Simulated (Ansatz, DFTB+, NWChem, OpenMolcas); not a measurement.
# A small benchmark: dipole moment

8 molecules of light elements (H to F); the dipole moment in D, computed less measured. Shapes, held fixed at every level: PBE0-D4/def2-TZVP. No vibrational averaging. Dipoles are compared by magnitude; molecules under 1 D, whose direction can flip, are left out. Programs: DFTB+ 25.1, NWChem 7.3.0, OpenMolcas 26.06. Measured values: NIST CCCBDB.

Levels: A = DFTB3-D3(BJ); B = HF/def2-SVP; C = B3LYP/6-31G* (Cartesian functions); D = PBE0/def2-SVP.

| molecule | measured | A | B | C | D |
| --- | --- | --- | --- | --- | --- |
| H2O (water) | 1.85 | -0.03 | +0.28 | +0.22 | +0.15 |
| H2CO (formaldehyde) | 2.33 | -0.63 | +0.40 | -0.19 | -0.14 |
| C3HN (cyanoacetylene) | 3.72 | -1.35 | +0.37 | +0.09 | +0.02 |
| CH3N (SMILES C=N) | 2.00 | -0.88 | +0.20 | -0.05 | -0.07 |
| C3H3NO (oxazole) | 1.50 | -0.39 | +0.02 | +0.05 | +0.05 |
| C2H7N (dimethylamine) | 1.03 | -0.49 | +0.06 | -0.04 | -0.07 |
| C3H6O (oxetane) | 1.94 | -0.19 | +0.36 | +0.01 | +0.03 |
| C3H6O (SMILES CC(C)=O) | 2.88 | -0.37 | +0.40 | -0.09 | -0.01 |

Task: Which level does best on this set, which worst, and which err to one side?

Result: 
| level | kind | mean error | mean absolute error | worst case |
| --- | --- | --- | --- | --- |
| DFTB3-D3(BJ) | semi-empirical | -0.541 | 0.541 | C3HN |
| HF/def2-SVP | Hartree–Fock | +0.261 | 0.261 | H2CO |
| B3LYP/6-31G* (Cartesian functions) | global hybrid | 0.000 | 0.092 | H2O |
| PBE0/def2-SVP | global hybrid | -0.005 | 0.068 | H2O |

On this set PBE0/def2-SVP has the smallest mean absolute error and DFTB3-D3(BJ) the largest. DFTB3-D3(BJ) is too low in 8 of 8; HF/def2-SVP is too high in 8 of 8. The smallest two are near a tie. The set is small.
